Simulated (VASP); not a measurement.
Crystal: TaSi2.

```
CELL_PARAMETERS angstrom
4.78000 0.00000 0.00000
-2.39000 4.13960 0.00000
0.00000 0.00000 6.56400
ATOMIC_POSITIONS crystal
Ta 0.00000 0.50000 0.16667
Ta 0.50000 0.50000 0.83333
Ta 0.50000 0.00000 0.50000
Si 0.33330 0.16665 0.16667
Si 0.16665 0.83335 0.83333
Si 0.83335 0.66670 0.50000
Si 0.66670 0.83335 0.16667
Si 0.83335 0.16665 0.83333
Si 0.16665 0.33330 0.50000
```

```yaml
Program: VASP 6.6.1
Task: single point
Functional: PBE
Potentials_or_basis: VASP PAW PBE potentials, release 64 (Ta_pv, Si)
Cutoff: 520 eV
k_mesh: 7 × 7 × 4
Occupations: fermi-dirac, width 0.05 eV
Spin: no spin polarisation
```

On this cell: pressure 3.6 GPa; largest force 0.790 eV/Å; band gap on the k mesh none (metal or under the smearing width).

The same run follows on a disturbed copy (atoms moved at random, drawn with an rms of 0.05 Å):

```
Ta Si
1.0
     4.78000    0.00000    0.00000
    -2.39000    4.13960    0.00000
     0.00000    0.00000    6.56400
Ta Si
3 6
Cartesian
  -1.1953 2.0655 1.0887
  1.1460 2.0753 5.4488
  2.4447 -0.0195 3.2837
  1.2473 0.7291 1.1032
  -1.1655 3.4665 5.4943
  2.3731 2.7114 3.2671
  1.1634 3.4278 1.1369
  3.6338 0.6673 5.4573
  -0.0144 1.3605 3.2564
```

Question: What does the disturbed cell give?

Answer: The energy (extrapolated to zero smearing) moves by +23.3 meV/atom; pressure 4.3 GPa; largest force 1.414 eV/Å; band gap on the k mesh none (metal or under the smearing width).

Forces on the atoms (eV/Å):
```
Ta   0.200  0.000 -0.119
Ta   0.970 -0.018  0.365
Ta  -1.208  0.014  0.255
Si  -1.018 -0.693 -0.055
Si  -1.045  0.350 -0.277
Si   0.348  1.031  0.215
Si   1.120  0.378 -0.775
Si   0.400 -0.233  0.271
Si   0.233 -0.829  0.120
```

Stress tensor (GPa, compression positive):
```
 3.66 -0.12 -0.26
-0.12  3.03  0.19
-0.26  0.19  6.32
```

Caveats: the cell's inner coordinates are idealised or old, which leaves forces on the atoms.
